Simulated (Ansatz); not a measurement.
Take a crystal in which K has been replaced by Rb on all its sites, with the cell rescaled by a rough guess (in some cases also distorted within its space group) and nothing relaxed:

```
Rb
1.0
     0.00000    3.52618    3.52618
     3.52618    0.00000    3.52618
     3.52618    3.52618    0.00000
Rb
1
Direct
  0.00000 0.00000 0.00000
```

Level of theory: DFT PBEsol, scalar-relativistic, plane waves, PAW in Ansatz.

Cutoff 420 eV; k points 10×10×10 on the computed 1-atom cell (Γ-centred); Gaussian smearing, width 0.10 eV; no spin polarisation.

Q: What pressure does the cell carry?

A: The pressure is 0.0 GPa (positive in compression), so the cell would hardly change its volume.

Q: Is it a metal on this mesh?

A: Yes, a band crosses the Fermi level.

This fcc form isn't the element's structure at ambient conditions.